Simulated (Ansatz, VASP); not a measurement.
One calculation of InAs, two programs

```
In As
1.0
     0.00000    3.02400    3.02400
     3.02400    0.00000    3.02400
     3.02400    3.02400    0.00000
In As
1 1
Direct
  0.00000 0.00000 0.00000
  0.75000 0.75000 0.75000
```

Alike in both runs: task single point; functional r2SCAN; k mesh 10 × 10 × 10; occupations gaussian, width 0.03 eV; no spin polarisation.

|  | VASP | Ansatz |
| --- | --- | --- |
| version | VASP 6.6.1 | Ansatz 0.2.0 |
| potentials or method | VASP PAW PBE potentials, release 64 (In_d, As) | scalar-relativistic, plane waves, PAW |
| plane-wave cutoff (eV) | 520 | 500 |
| valence electrons in the cell | 18 | 28 |

|  | VASP | Ansatz | Ansatz less VASP |
| --- | --- | --- | --- |
| gap on the k mesh at the Fermi level (eV) | 0.25 | 0.25 | 0.000 |
| least direct gap on the mesh (eV) | 0.25 | 0.25 | 0.000 |
| pressure (GPa) | 1.9 | 1.9 | 0.00 |

The two sets of potentials don't hold the same shells in valence.

Caveats: the PAW data sets were made with another functional, which shifts forces and pressure a little (VASP); spin-orbit coupling is left out, which moves the levels of the heavy elements. r2SCAN opens gaps a little over a GGA but as a rule still falls short of measured ones.
